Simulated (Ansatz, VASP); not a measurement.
## Two plane-wave programs on C

Contents of INCAR:

```
SYSTEM = C
PREC = Accurate
ENCUT = 520
EDIFF = 1E-6
ISMEAR = 0
SIGMA = 0.05
LREAL = .FALSE.
LASPH = .TRUE.
NELM = 60
ALGO = Normal
ISIF = 2
LWAVE = .FALSE.
LCHARG = .FALSE.
GGA = PS
NBANDS = 11
```

KPOINTS

```
Automatic mesh
0
G
  12 12 12
  0 0 0
```

File POSCAR:

```
C
1.0
    0.0000000000      1.8547360000      1.8547360000
    1.8547360000      0.0000000000      1.8547360000
    1.8547360000      1.8547360000      0.0000000000
C
2
Direct
    0.5000000000      0.5000000000      0.5000000000
    0.7500000000      0.7500000000      0.7500000000
```

Input for Ansatz:

```yaml
crystal:
  lattice:
    - [0.0, 1.854736, 1.854736]
    - [1.854736, 0.0, 1.854736]
    - [1.854736, 1.854736, 0.0]
  atoms:
    - { symbol: C, position: [0.5, 0.5, 0.5] }
    - { symbol: C, position: [0.75, 0.75, 0.75] }
basis:
  ecutwfc: 420
kpoints:
  mp_grid: { grid: [12, 12, 12] }
hamiltonian:
  xc: pbesol
scf:
  occupations: { method: gaussian, width: 0.05 }
output:
  forces: true
  stress: true
  eigenvalues: true
```

Change from the starting cell: strain +0.040 along x and y, +0.040 along z, atoms carried along.

Alike in both runs: task single point; functional PBEsol; k mesh 12 × 12 × 12; occupations gaussian, width 0.05 eV; no spin polarisation.

|  | VASP | Ansatz |
| --- | --- | --- |
| version | VASP 6.6.1 | Ansatz 0.2.0 |
| potentials or method | VASP PAW PBE potentials, release 64 (C) | scalar-relativistic, plane waves, PAW |
| plane-wave cutoff (eV) | 520 | 420 |
| valence electrons in the cell | 8 | 8 |

```csv
,VASP,Ansatz,Ansatz less VASP
gap on the k mesh at the Fermi level (eV),3.77,3.78,+0.007
least direct gap on the mesh (eV),5.22,5.22,+0.005
pressure (GPa),-45.0,-45.5,-0.55
```

Caveats: the cell as given lies far from equilibrium; so large a pressure means that the cell lies far from this level's equilibrium, or that cutoff or potentials fall short (VASP); the potentials were made for another functional, which shifts forces and pressure (VASP).
